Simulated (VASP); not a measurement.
# TiSe2: band structure with LDA

TiSe2, a slab with vacuum:

```
Se Ti
1.0
     3.48114    0.00000    0.00000
    -1.74057    3.01475    0.00000
     0.00000    0.00000   27.06844
Se Ti
4 2
Direct
  0.66667 0.33333 0.33275
  0.33333 0.66667 0.44819
  0.66667 0.33333 0.55181
  0.33333 0.66667 0.66725
  0.00000 0.00000 0.39083
  0.00000 0.00000 0.60917
```

```
Program                : VASP 6.6.1
Task                   : band structure
Functional             : LDA
Potentials or basis    : VASP PAW LDA potentials, release 64 (Se, Ti_sv)
Cutoff                 : 520 eV
k mesh                 : 12 × 12 × 1
Occupations            : gaussian, width 0.03 eV
Spin                   : no spin polarisation
Dipole correction      : yes
Further INCAR settings : ALGO = Normal; EDIFF = 1e-06; NBANDS = 33
```

The largest force is 0.446 eV/Å, the band gap along the path is none (metal or under the smearing width) and the work function of the upper face is 5.62 eV. The work function of the lower face is 5.62 eV.

Forces on the atoms (eV/Å):
```
Se   0.000  0.000  0.446
Se   0.000  0.000 -0.340
Se   0.000  0.000  0.340
Se   0.000  0.000 -0.446
Ti   0.000  0.000 -0.059
Ti   0.000  0.000  0.059
```

Levels at points of the mesh, in eV from the Fermi level:
```csv
k point,band 22,band 23,band 24,band 25,band 26,band 27
"(0.00, 0.00, 0.00)",0.51,0.52,0.52,0.55,0.55,0.67
"(0.50, 0.00, 0.00)",-1.47,-1.07,-0.83,-0.15,0.02,1.48
```

Wall time 2.6 min on 4 MPI ranks on Intel(R) Xeon(R) Platinum 8488C (Sapphire Rapids), with other jobs on the host, peak memory 0.47 GiB a rank.
